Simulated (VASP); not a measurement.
GaSe:

```
CELL_PARAMETERS angstrom
3.74200 0.00000 0.00000
-1.87100 3.24067 0.00000
0.00000 0.00000 15.91900
ATOMIC_POSITIONS crystal
Ga 0.33333 0.66667 0.17700
Ga 0.66667 0.33333 0.67700
Ga 0.33333 0.66667 0.32300
Ga 0.66667 0.33333 0.82300
Se 0.33333 0.66667 0.60000
Se 0.66667 0.33333 0.10000
Se 0.33333 0.66667 0.90000
Se 0.66667 0.33333 0.40000
```

| Quantity | Value |
| --- | --- |
| Program | VASP 6.6.1 |
| Task | relaxation of cell and atoms |
| Functional | PBE |
| Dispersion | D3(BJ) |
| Potentials or basis | VASP PAW PBE potentials, release 64 (Ga_d, Se) |
| Cutoff | 600 eV |
| k mesh | 12 × 12 × 2 |
| Occupations | gaussian, width 0.03 eV |
| Spin | no spin polarisation |

At the start: pressure 1.0 GPa; volume 24.13 Å³/atom.

Q: Where does the relaxation end?

A: Over 17 steps the energy falls by 16.5 meV/atom and the volume is 24.59 Å³/atom (+1.9 %); space group P6_3/mmc (No. 194, to 0.05 Å).

Step by step:
| step | energy change (eV) | largest force (eV/Å) | pressure (GPa) | volume (Å³) |
| --- | --- | --- | --- | --- |
| 1 | 0.0000 | 1.2153 | 1.03 | 193.04 |
| 2 | -0.1051 | 0.3865 | 0.37 | 197.38 |
| 3 | -0.1232 | 0.0169 | 0.45 | 196.11 |
| 4 | -0.1231 | 0.0246 | 0.51 | 196.05 |
| 5 | -0.1284 | 0.0639 | -0.18 | 198.18 |
| 6 | -0.1284 | 0.0648 | -0.15 | 198.15 |
| 7 | -0.1302 | 0.0166 | -0.05 | 198.01 |
| 8 | -0.1304 | 0.0296 | -0.02 | 197.94 |
| 9 | -0.1305 | 0.0251 | 0.00 | 197.84 |
| 10 | -0.1307 | 0.0337 | -0.01 | 197.68 |
| 11 | -0.1308 | 0.0293 | -0.02 | 197.62 |
| 12 | -0.1311 | 0.0158 | 0.00 | 197.43 |
| 13 | -0.1315 | 0.0123 | 0.01 | 197.05 |
| 14 | -0.1315 | 0.0202 | -0.02 | 196.93 |
| 15 | -0.1315 | 0.0368 | 0.01 | 196.69 |
| 16 | -0.1315 | 0.0242 | -0.01 | 196.87 |
| 17 | -0.1316 | 0.0073 | -0.01 | 196.69 |

Final structure:
```
CELL_PARAMETERS angstrom
3.77098 0.00000 0.00000
-1.88549 3.26576 0.00000
0.00000 0.00000 15.97129
ATOMIC_POSITIONS crystal
Ga 0.33333 0.66667 0.17344
Ga 0.66667 0.33333 0.67344
Ga 0.33333 0.66667 0.32656
Ga 0.66667 0.33333 0.82656
Se 0.33333 0.66667 0.59951
Se 0.66667 0.33333 0.09951
Se 0.33333 0.66667 0.90049
Se 0.66667 0.33333 0.40049
```
